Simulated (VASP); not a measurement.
Consider the following.

```
ZnTe
1.0
    0.00000     3.05000     3.05000
    3.05000     0.00000     3.05000
    3.05000     3.05000     0.00000
Zn Te
1 1
Direct
  0.00000   0.00000   0.00000
  0.25000   0.25000   0.25000
```

These are PBE GGA, VASP's PBE PAW potentials (set 64) (plane waves; VASP 6.6.1) values and carry that method's errors. Run with 400 eV cut-off, 7×7×7 Γ-centred mesh, Gaussian smearing of 0.050 eV, potentials Zn Te.

Unless said otherwise, spin-orbit coupling is left out, though it shifts the bands of the heavy elements here.

Problem. Estimate the energy per atom (σ→0), pressure, band gap (on the k-mesh) with the smallest direct gap where there is one.

Solution. 
```json
{
  "band gap (on the k-mesh)": "1.25 eV",
  "smallest direct gap (on the k-mesh)": "1.25 eV",
  "energy per atom (σ→0)": "-2.585 eV/atom",
  "pressure": "17.9 kbar"
}
```

The compound is ZnTe in the zinc blende structure. The cell was not relaxed at this level.
